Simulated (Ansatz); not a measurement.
# SiC: the cost of one run

Method: DFT PBE, scalar-relativistic, plane waves, PAW, in Ansatz 0.2.0.

## Step 1: The structure to begin with

It takes space group F-43m (No. 216, cubic). The conventional cell has a = 4.358 Å, b = 4.358 Å, c = 4.358 Å, α = 90.00°, β = 90.00°, γ = 90.00°. Si (site symmetry -43m) has 4 C at 1.89 Å as nearest neighbours. C (site symmetry -43m) is surrounded by 4 Si at 1.89 Å.

Coordinates:

```cif
data_structure
_symmetry_space_group_name_H-M 'F-43m'
_symmetry_Int_Tables_number 216
_cell_length_a 4.3580
_cell_length_b 4.3580
_cell_length_c 4.3580
_cell_angle_alpha 90.000
_cell_angle_beta 90.000
_cell_angle_gamma 90.000
_cell_volume 82.77
loop_
_atom_site_label
_atom_site_type_symbol
_atom_site_symmetry_multiplicity
_atom_site_Wyckoff_symbol
_atom_site_fract_x
_atom_site_fract_y
_atom_site_fract_z
_atom_site_occupancy
Si1 Si 4 a 0.00000 0.00000 0.00000 1
C1 C 4 c 0.25000 0.75000 0.75000 1
```

The runs take a perfect supercell of 54 atoms; the defect goes to fractional position (0.083, 0.083, 0.083).

## Step 2: The perfect supercell

Input file input.yaml:

```yaml
crystal:
  lattice:
    - [0.0, 6.537, 6.537]
    - [6.537, 0.0, 6.537]
    - [6.537, 6.537, 0.0]
  atoms:
    - { symbol: Si, position: [0.0, 0.0, 0.0] }
    - { symbol: Si, position: [0.0, 0.0, 0.333333] }
    - { symbol: Si, position: [0.0, 0.0, 0.666667] }
    - { symbol: Si, position: [0.0, 0.333333, 0.0] }
    - { symbol: Si, position: [0.0, 0.333333, 0.333333] }
    - { symbol: Si, position: [0.0, 0.333333, 0.666667] }
    - { symbol: Si, position: [0.0, 0.666667, 0.0] }
    - { symbol: Si, position: [0.0, 0.666667, 0.333333] }
    - { symbol: Si, position: [0.0, 0.666667, 0.666667] }
    - { symbol: Si, position: [0.333333, 0.0, 0.0] }
    - { symbol: Si, position: [0.333333, 0.0, 0.333333] }
    - { symbol: Si, position: [0.333333, 0.0, 0.666667] }
    - { symbol: Si, position: [0.333333, 0.333333, 0.0] }
    - { symbol: Si, position: [0.333333, 0.333333, 0.333333] }
    - { symbol: Si, position: [0.333333, 0.333333, 0.666667] }
    - { symbol: Si, position: [0.333333, 0.666667, 0.0] }
    - { symbol: Si, position: [0.333333, 0.666667, 0.333333] }
    - { symbol: Si, position: [0.333333, 0.666667, 0.666667] }
    - { symbol: Si, position: [0.666667, 0.0, 0.0] }
    - { symbol: Si, position: [0.666667, 0.0, 0.333333] }
    - { symbol: Si, position: [0.666667, 0.0, 0.666667] }
    - { symbol: Si, position: [0.666667, 0.333333, 0.0] }
    - { symbol: Si, position: [0.666667, 0.333333, 0.333333] }
    - { symbol: Si, position: [0.666667, 0.333333, 0.666667] }
    - { symbol: Si, position: [0.666667, 0.666667, 0.0] }
    - { symbol: Si, position: [0.666667, 0.666667, 0.333333] }
    - { symbol: Si, position: [0.666667, 0.666667, 0.666667] }
    - { symbol: C, position: [0.083333, 0.083333, 0.083333] }
    - { symbol: C, position: [0.083333, 0.083333, 0.416667] }
    - { symbol: C, position: [0.083333, 0.083333, 0.75] }
    - { symbol: C, position: [0.083333, 0.416667, 0.083333] }
    - { symbol: C, position: [0.083333, 0.416667, 0.416667] }
    - { symbol: C, position: [0.083333, 0.416667, 0.75] }
    - { symbol: C, position: [0.083333, 0.75, 0.083333] }
    - { symbol: C, position: [0.083333, 0.75, 0.416667] }
    - { symbol: C, position: [0.083333, 0.75, 0.75] }
    - { symbol: C, position: [0.416667, 0.083333, 0.083333] }
    - { symbol: C, position: [0.416667, 0.083333, 0.416667] }
    - { symbol: C, position: [0.416667, 0.083333, 0.75] }
    - { symbol: C, position: [0.416667, 0.416667, 0.083333] }
    - { symbol: C, position: [0.416667, 0.416667, 0.416667] }
    - { symbol: C, position: [0.416667, 0.416667, 0.75] }
    - { symbol: C, position: [0.416667, 0.75, 0.083333] }
    - { symbol: C, position: [0.416667, 0.75, 0.416667] }
    - { symbol: C, position: [0.416667, 0.75, 0.75] }
    - { symbol: C, position: [0.75, 0.083333, 0.083333] }
    - { symbol: C, position: [0.75, 0.083333, 0.416667] }
    - { symbol: C, position: [0.75, 0.083333, 0.75] }
    - { symbol: C, position: [0.75, 0.416667, 0.083333] }
    - { symbol: C, position: [0.75, 0.416667, 0.416667] }
    - { symbol: C, position: [0.75, 0.416667, 0.75] }
    - { symbol: C, position: [0.75, 0.75, 0.083333] }
    - { symbol: C, position: [0.75, 0.75, 0.416667] }
    - { symbol: C, position: [0.75, 0.75, 0.75] }
basis:
  ecutwfc: 420
  fft_grid_basis: typed
kpoints:
  mp_grid: { grid: [2, 2, 2] }
hamiltonian:
  xc: pbe
  pseudopotentials: { kind: paw }
scf:
  occupations: { method: gaussian, width: 0.05 }
output:
  forces: true
  stress: false
  eigenvalues: true
  bader: false
  write_density: true
  volumetric_format: npy
```

Run with:

```
$ ansatz run input.yaml --threads 4 --pin off --max-ram 10240MiB --backend cpu --events-out ev --progress --plain --runs-dir out
```

What time and memory should one allow on 4 threads of AMD EPYC 9R45 (Zen 5), shared host?

About 1.5 s, with a peak of 1.7 GiB.
